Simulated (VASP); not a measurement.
# H (P2_12_12_1) in VASP: a series of runs

Runs on H. Level: PBEsol. Tasks: single point, relaxation of cell and atoms.

All numbers are computed with VASP 6.6.1; they aren't measurements. Logs are shortened: lines on timing, memory, paths and dates and some standing lists are left out, and cuts for length are marked.

## (1) Starting point

Symmetry: P2_12_12_1, No. 19, orthorhombic system. Conventional cell: a = 6.915 Å, b = 6.989 Å, c = 7.176 Å, α = 90.00°, β = 90.00°, γ = 90.00°. Around H (site symmetry 1) lie 1 H at 0.76 Å. Around H (site symmetry 1) lie 1 H at 0.76 Å.

## (2) Single point, PBEsol

INCAR

```
PREC = Accurate
ENCUT = 520
EDIFF = 1E-7
ISMEAR = 0
SIGMA = 0.02
LREAL = F
LASPH = T
NELM = 100
ALGO = Fast
ISIF = 2
LWAVE = F
LCHARG = T
GGA = PS
LELF = T
LVHAR = T
NBANDS = 14
```

KPOINTS

```
Automatic mesh
0
Gamma
  4 4 4
```

POSCAR

```
H
1.0
    6.9154005747      0.0000000000      0.0000000000
    0.0000000000      6.9890316806      0.0000000000
    0.0000000000      0.0000000000      7.1760348702
H
8
Direct
    0.4238586161      0.7058103313      0.5633084592
    0.9238586161      0.7941896687      0.4366915408
    0.5761413839      0.2058103313      0.9366915408
    0.0761413839      0.2941896687      0.0633084592
    0.5756562187      0.1310505227      0.8600601949
    0.0756562187      0.3689494773      0.1399398051
    0.4243437813      0.6310505227      0.6399398051
    0.9243437813      0.8689494773      0.3600601949
```

Potentials or basis: VASP PAW PBE potentials, release 64 (H).

Run with:

```bash
$ cat potpaw_PBE.64/H/POTCAR > POTCAR
$ mpirun -np 1 vasp_std > vasp.out
```

OUTCAR:

```text
PREC = Accurate
   ENCUT = 520
   EDIFF = 1E-7
   ISMEAR = 0
   LREAL = F
   LASPH = T
   NELM = 100
   ISIF = 2
   GGA = PS

 ion  position               nearest neighbor table
   1  0.424  0.706  0.563-   7 0.76
   2  0.924  0.794  0.437-   8 0.76
   3  0.576  0.206  0.937-   5 0.76
   4  0.076  0.294  0.063-   6 0.76
   5  0.576  0.131  0.860-   3 0.76
   6  0.076  0.369  0.140-   4 0.76
   7  0.424  0.631  0.640-   1 0.76
   8  0.924  0.869  0.360-   2 0.76

  LATTYP: Found a simple orthorhombic cell.
 ALAT       =     6.9154005747
 B/A-ratio  =     1.0106474101
 C/A-ratio  =     1.0376889658

  Lattice vectors:

 A1 = (   6.9154005747,   0.0000000000,   0.0000000000)
 A2 = (   0.0000000000,   6.9890316806,   0.0000000000)
 A3 = (   0.0000000000,   0.0000000000,   7.1760348702)

Analysis of symmetry for initial positions (statically):
=====================================================================
 Subroutine PRICEL returns:
 Original cell was already a primitive cell.

 Routine SETGRP: Setting up the symmetry group for a
 simple orthorhombic supercell.

 Subroutine GETGRP returns: Found  4 space group operations
 (whereof  1 operations were pure point group operations)
 out of a pool of  8 trial point group operations.

The static configuration has the point symmetry C_1 .
 The point group associated with its full space group is D_2 .

Analysis of symmetry for dynamics (positions and initial velocities):
=====================================================================
 Subroutine PRICEL returns:
 Original cell was already a primitive cell.

 Routine SETGRP: Setting up the symmetry group for a
 simple orthorhombic supercell.

 Subroutine GETGRP returns: Found  4 space group operations
 (whereof  1 operations were pure point group operations)
 out of a pool of  8 trial point group operations.

The dynamic configuration has the point symmetry C_1 .
 The point group associated with its full space group is D_2 .

 Subroutine INISYM returns: Found  4 space group operations
 (whereof  1 operations are pure point group operations),
 and found     1 'primitive' translations

----------------------------------------------------------------------------------------

                                     Primitive cell

  volume of cell :     346.8318

  direct lattice vectors                    reciprocal lattice vectors
     6.915400575  0.000000000  0.000000000     0.144604783  0.000000000  0.000000000
     0.000000000  6.989031681  0.000000000     0.000000000  0.143081337  0.000000000
     0.000000000  0.000000000  7.176034870     0.000000000  0.000000000  0.139352723

  length of vectors
     6.915400575  6.989031681  7.176034870     0.144604783  0.143081337  0.139352723

  position of ions in fractional coordinates (direct lattice)
     0.423858616  0.705810331  0.563308459
     0.923858616  0.794189669  0.436691541
     0.576141384  0.205810331  0.936691541
     0.076141384  0.294189669  0.063308459
     0.575656219  0.131050523  0.860060195
     0.075656219  0.368949477  0.139939805
     0.424343781  0.631050523  0.639939805
     0.924343781  0.868949477  0.360060195

  ion indices of the primitive-cell ions
   primitive index   ion index
                 1           1
                 2           2
                 3           3
                 4           4
                 5           5
                 6           6
                 7           7
                 8           8

----------------------------------------------------------------------------------------

 KPOINTS: Automatic mesh

Automatic generation of k-mesh.
 Grid dimensions read from file:
 generate k-points for:    4    4    4

 Generating k-lattice:

  Cartesian coordinates                     Fractional coordinates (reciprocal lattice)
     0.036151196  0.000000000  0.000000000     0.250000000  0.000000000  0.000000000
     0.000000000  0.035770334  0.000000000     0.000000000  0.250000000  0.000000000
     0.000000000  0.000000000  0.034838181     0.000000000  0.000000000  0.250000000

  Length of vectors
     0.036151196  0.035770334  0.034838181

  Shift w.r.t. Gamma in fractional coordinates (k-lattice)
     0.000000000  0.000000000  0.000000000

 Subroutine IBZKPT returns following result:
 ===========================================

 Found     27 irreducible k-points:

 Following reciprocal coordinates:
            Coordinates               Weight
  0.000000  0.000000  0.000000      1.000000
  0.250000  0.000000  0.000000      2.000000
  0.500000  0.000000  0.000000      1.000000
  0.000000  0.250000  0.000000      2.000000
  0.250000  0.250000  0.000000      4.000000
  0.500000  0.250000  0.000000      2.000000
[... 16 lines left out ...]
  0.250000  0.250000  0.500000      4.000000
  0.500000  0.250000  0.500000      2.000000
 [... further k-points ...]
   k-points           NKPTS =     27   k-points in BZ     NKDIM =     27   number of bands    NBANDS=     14
   number of dos      NEDOS =    301   number of ions     NIONS =      8
   total plane-waves  NPLWV = 157464
   dimension x,y,z NGX =    54 NGY =   54 NGZ =   54
   dimension x,y,z NGXF=   108 NGYF=  108 NGZF=  108
   ions per type =               8
   NGX,Y,Z   is equivalent  to a cutoff of  12.98, 12.84, 12.51 a.u.
   NGXF,Y,Z  is equivalent  to a cutoff of  25.96, 25.69, 25.02 a.u.
 SYSTEM =  unknown system
   PREC   = accura    normal or accurate (medium, high low for compatibility)
   ISTART =      0    job   : 0-new  1-cont  2-samecut
   ICHARG =      2    charge: 1-file 2-atom 10-const
   ISPIN  =      1    spin polarized calculation?
   LNONCOLLINEAR =      F non collinear calculations
   LSORBIT =      F    spin-orbit coupling
   LASPH  =      T    aspherical Exc in radial PAW
   ENCUT  =  520.0 eV  38.22 Ry    6.18 a.u.  12.86 12.99 13.34*2*pi/ulx,y,z
   NELM   =    100;   NELMIN=  2; NELMDL= -5     # of ELM steps
   EDIFF  = 0.1E-06   stopping-criterion for ELM
   LREAL  =      F    real-space projection
   EDIFFG = 0.1E-05   stopping-criterion for IOM
   NSW    =      0    number of steps for IOM
   IBRION =     -1    ionic relax: 0-MD 1-quasi-New 2-CG
   NFREE  =      0    steps in history (QN), initial steepest desc. (CG)
   ISIF   =      2    stress and relaxation
   ISYM   =      2    0-nonsym 1-usesym 2-fastsym
   POTIM  = 0.5000    time-step for ionic-motion
   TEBEG  =    0.0;   TEEND  =   0.0 temperature during run
   PSTRESS=    0.0 pullay stress
   NELECT =       8.0000    total number of electrons
   NUPDOWN=      -1.0000    fix difference up-down
   EMIN   =  10.00;   EMAX   =-10.00  energy-range for DOS
   EFERMI =   0.00;   METHOD = LEGACY
   ISMEAR =     0;   SIGMA  =   0.02  broadening in eV -4-tet -1-fermi 0-gaus
   EFERMI_NEDOS =   21; number of points for ismear=-14 and -15
   IALGO  =     68    algorithm
   IMIX   =      4    mixing-type and parameters
     AMIX     =   0.40;   BMIX     =  1.00
     AMIX_MAG =   1.60;   BMIX_MAG =  1.00
  volume/ion in A,a.u.               =      43.35       292.57
  Fermi-wavevector in a.u.,A,eV,Ry     =   0.466014  0.880638  2.954758  0.217169
  Thomas-Fermi vector in A             =   1.455637
   LORBIT       =      0    0 simple, 1 ext, 2 COOP (PROOUT), +10 PAW based schemes
   GGA     = PS    functional components
   LHFCALC =     F    Hartree Fock is set to
   AEXX    =    0.0000 exact exchange contribution
   IVDW    =     0    specifies the selected vdW correction
   LEPSILON=     F    determine dielectric tensor
   LRPA    =     F    only Hartree local field effects (RPA)
 non-spin polarized calculation
 RMM-DIIS sequential band-by-band and
 Gauss-broadening in eV      SIGMA  =   0.02
  energy-cutoff  :      520.00
  volume of cell :      346.83
 maximum number of plane-waves:      9378
 NGX is ok and might be reduce to    54
   NGX = 25   NGY = 25   NGZ = 27

 number of electron       7.9999999 magnetization

 Free energy of the ion-electron system (eV)
  ---------------------------------------------------
  ext. energy  EPLUGINS =         0.00000000
  ---------------------------------------------------
  free energy    TOTEN  =       -26.07348979 eV

  energy without entropy =      -26.07348979  energy(sigma->0) =      -26.07348979

 E-fermi :  -9.5503     XC(G=0):  -2.5814

 val. band max:       -9.6571542283   @ k =   0.0000   0.0000   0.0000
 cond. band min:      -0.1756490523   @ k =   0.0000   0.5000   0.5000
 fundamental gap:      9.4815051760
 Fermi energy:        -9.5502859055

 k-point     1 :       0.0000    0.0000    0.0000
  band No.  band energies     occupation
      1      -9.9330      2.00000
      2      -9.7895      2.00000
      3      -9.7335      2.00000
      4      -9.6572      2.00000
      5       0.0780      0.00000
      6       0.6387      0.00000
      7       0.7829      0.00000
      8       0.9782      0.00000
      9       1.2183      0.00000
     10       1.6253      0.00000
     11       1.9612      0.00000
     12       2.0385      0.00000
     13       2.9368      0.00000
     14       3.2022      0.00000

 k-point     2 :       0.2500    0.0000    0.0000
  band No.  band energies     occupation
      1      -9.9050      2.00000
      2      -9.7695      2.00000
      3      -9.7645      2.00000
      4      -9.6756      2.00000
      5       0.1392      0.00000
      6       0.5669      0.00000
      7       0.6520      0.00000
      8       0.9041      0.00000
      9       1.2344      0.00000
     10       1.6538      0.00000
[... 362 lines left out ...]
 k-point    24 :       0.5000    0.2500    0.5000
  band No.  band energies     occupation
      1      -9.8149      2.00000
      2      -9.8149      2.00000
      3      -9.7419      2.00000
      4      -9.7419      2.00000
      5       0.0367      0.00000
      6       0.0367      0.00000
      7       0.6429      0.00000
      8       0.6429      0.00000
      9       1.6132      0.00000
     10       1.6132      0.00000
     11       2.1218      0.00000
     12       2.1218      0.00000
     13       3.3750      0.00000
     14       3.3750      0.00000

 [... further k-points ...]

------------------------ aborting loop because EDIFF is reached ----------------------------------------

  FORCE on cell =-STRESS in cart. coord.  units (eV):
  Direction    XX          YY          ZZ          XY          YZ          ZX
  --------------------------------------------------------------------------------------
  -------------------------------------------------------------------------------------
  Total       -0.1479084     -0.1424868     -0.1267387      0.0000000      0.0000000      0.0000000
  in kB       -0.6832578     -0.6582126     -0.5854650      0.0000000      0.0000000      0.0000000
  external PRESSURE =      -0.6423118 kB  Pullay stress =       0.0000000 kB

 VOLUME and BASIS-vectors are now :
 -----------------------------------------------------------------------------
  energy-cutoff  :      520.00
  volume of cell :      346.83
      direct lattice vectors                 reciprocal lattice vectors
     6.915400575  0.000000000  0.000000000     0.144604783  0.000000000  0.000000000
     0.000000000  6.989031681  0.000000000     0.000000000  0.143081337  0.000000000
     0.000000000  0.000000000  7.176034870     0.000000000  0.000000000  0.139352723

 POSITION                                       TOTAL-FORCE (eV/Angst)
 -----------------------------------------------------------------------------------
      2.93115      4.93293      4.04232        -0.000094      0.003662     -0.003716
      6.38885      5.55062      3.13371        -0.000094     -0.003662      0.003716
      3.98425      1.43841      6.72173         0.000094      0.003662      0.003716
      0.52655      2.05610      0.45430         0.000094     -0.003662     -0.003716
      3.98089      0.91592      6.17182        -0.000866     -0.003412     -0.004201
      0.52319      2.57860      1.00421        -0.000866      0.003412      0.004201
      2.93451      4.41043      4.59223         0.000866     -0.003412      0.004201
      6.39221      6.07312      2.58380         0.000866      0.003412     -0.004201
 -----------------------------------------------------------------------------------
    total drift:                               -0.000000     -0.000000      0.000000

  FREE ENERGIE OF THE ION-ELECTRON SYSTEM (eV)
  ---------------------------------------------------
  free  energy   TOTEN  =       -26.0734897915 eV

  energy  without entropy=      -26.0734897915  energy(sigma->0) =      -26.07348979
```

Wall time 86 s (1 thread of Intel Xeon 6975P-C (Granite Rapids), shared host); peak memory 0.39 GiB.

Results:

| Item | Value |
| --- | --- |
| Free energy | -26.0735 eV |
| Pressure | -0.1 GPa |
| Largest force | 0.005 eV/Å |
| Band gap on the k mesh | 9.48 eV, indirect (least direct gap 9.52 eV) |

Forces on the atoms (eV/Å):
```
H    0.000  0.004 -0.004
H    0.000 -0.004  0.004
H    0.000  0.004  0.004
H    0.000 -0.004 -0.004
H   -0.001 -0.003 -0.004
H   -0.001  0.003  0.004
H    0.001 -0.003  0.004
H    0.001  0.003 -0.004
```

Levels at points of the mesh, in eV from the valence-band top:
```
           k point  band 2  band 3  band 4  band 5  band 6  band 7
(0.00, 0.00, 0.00)   -0.13   -0.08    0.00    9.74   10.30   10.44
(0.50, 0.00, 0.00)   -0.18   -0.06   -0.06    9.96    9.96   10.40
(0.00, 0.50, 0.00)   -0.21   -0.04   -0.04    9.72    9.72   10.58
(0.50, 0.50, 0.00)   -0.13   -0.11   -0.11    9.90    9.90   10.33
(0.00, 0.00, 0.50)   -0.22   -0.02   -0.02    9.67    9.67   10.60
(0.50, 0.00, 0.50)   -0.17   -0.07   -0.07    9.66    9.66   10.64
(0.00, 0.50, 0.50)   -0.20   -0.04   -0.04    9.48    9.48   10.54
(0.50, 0.50, 0.50)   -0.12   -0.12   -0.12    9.89    9.89    9.89
```

Caveat: the PAW data sets were made with another functional, which shifts forces and pressure a little. As with any semilocal functional, this PBEsol gap is likely too small.

## (3) Relaxation of cell and atoms, PBEsol

This run uses another cell than the first one, of 46.40 Å³/atom, 1.070 times its volume.

INCAR

```
SYSTEM = H
ALGO     = Fast           ! electronic algorithm
EDIFF    = 1E-6           ! SCF threshold, eV
EDIFFG   = -0.01          ! ionic threshold
ENCUT    = 600            ! plane-wave cutoff, eV
GGA      = PS             ! functional
IBRION   = 2              ! ionic algorithm
ISIF     = 3              ! what is computed and relaxed
ISMEAR   = 0              ! smearing method
LASPH    = .True.         ! aspherical terms in the spheres
LCHARG   = .False.        ! write CHGCAR
LREAL    = .False.        ! projectors in reciprocal space
LWAVE    = .False.        ! write WAVECAR
NELM     = 80             ! most SCF steps
NSW      = 100            ! ionic steps
PREC     = Accurate       ! precision mode
SIGMA    = 0.02           ! smearing width, eV
```

KPOINTS

```
k-points
0
Gamma
  4 4 4
  0 0 0
```

POSCAR

```
H
1.0
    7.1727160115      0.0000000000      0.0000000000
    0.0000000000      7.1826369686      0.0000000000
    0.0000000000      0.0000000000      7.2048381859
H
8
Direct
    0.3661150650      0.7222212050      0.6457363608
    0.8661150650      0.7777787950      0.3542636392
    0.6338849350      0.2222212050      0.8542636392
    0.1338849350      0.2777787950      0.1457363608
    0.6440867752      0.1480761087      0.7802354485
    0.1440867752      0.3519238913      0.2197645515
    0.3559132248      0.6480761087      0.7197645515
    0.8559132248      0.8519238913      0.2802354485
```

Potentials or basis: VASP PAW PBE potentials, release 64 (H).

Run with:

```bash
$ cat potpaw_PBE.64/H/POTCAR > POTCAR
$ mpirun -np 1 vasp_std > vasp.out
```

Wall time 84 s (1 thread of Intel Xeon 6975P-C (Granite Rapids), shared host); peak memory 0.54 GiB.

Results (log left out):

* Free energy: -26.0730 eV
* Relaxed volume: 46.39 Å³/atom
* Relaxed cell: a = 7.172 Å, b = 7.183 Å, c = 7.205 Å, α = 90.00°, β = 90.00°, γ = 90.00°
* Space group after relaxing (to 0.05 Å): P2_12_12_1 (No. 19)
* Energy gained by relaxing: 0.0 meV/atom
* Ionic steps: 3
* Pressure after relaxing: 0.0 GPa
* Band gap on the k mesh: 9.64 eV, indirect (least direct gap 9.65 eV)

Forces on the atoms (eV/Å):
```
H    0.000 -0.002  0.001
H    0.000  0.002 -0.001
H    0.000 -0.002 -0.001
H    0.000  0.002  0.001
H   -0.001  0.001  0.002
H   -0.001 -0.001 -0.002
H    0.001  0.001 -0.002
H    0.001 -0.001  0.002
```

Final structure:
```cif
data_structure
_symmetry_space_group_name_H-M 'P 1'
_symmetry_Int_Tables_number 1
_cell_length_a 7.1719
_cell_length_b 7.1826
_cell_length_c 7.2048
_cell_angle_alpha 90.000
_cell_angle_beta 90.000
_cell_angle_gamma 90.000
_cell_volume 371.14
loop_
_atom_site_label
_atom_site_type_symbol
_atom_site_fract_x
_atom_site_fract_y
_atom_site_fract_z
_atom_site_occupancy
H1 H 0.36612 0.72228 0.64568 1
H2 H 0.86612 0.77772 0.35432 1
H3 H 0.63388 0.22228 0.85432 1
H4 H 0.13388 0.27772 0.14568 1
H5 H 0.64409 0.14801 0.78018 1
H6 H 0.14409 0.35199 0.21982 1
H7 H 0.35591 0.64801 0.71982 1
H8 H 0.85591 0.85199 0.28018 1
```

Levels at points of the mesh, in eV from the valence-band top:
```
           k point  band 1  band 2  band 3  band 4  band 5  band 6  band 7  band 8  band 9
(0.00, 0.00, 0.00)   -0.17   -0.06   -0.02    0.00    9.74   10.12   10.19   10.99   11.31
(0.50, 0.00, 0.00)   -0.12   -0.12    0.00    0.00    9.95    9.95   10.33   10.33   11.14
(0.00, 0.50, 0.00)   -0.10   -0.10   -0.02   -0.02    9.81    9.81   10.48   10.48   11.31
(0.50, 0.50, 0.00)   -0.08   -0.08   -0.04   -0.04    9.87    9.87   10.33   10.33   11.22
(0.00, 0.00, 0.50)   -0.12   -0.12    0.00    0.00    9.68    9.68   10.60   10.60   11.38
(0.50, 0.00, 0.50)   -0.11   -0.11   -0.01   -0.01    9.64    9.64   10.66   10.66   11.04
(0.00, 0.50, 0.50)   -0.09   -0.09   -0.03   -0.03    9.77    9.77   10.17   10.17   11.57
(0.50, 0.50, 0.50)   -0.06   -0.06   -0.06   -0.06    9.92    9.92    9.92    9.92   11.54
```

Caveat: the PAW data sets were made with another functional, which shifts forces and pressure a little.
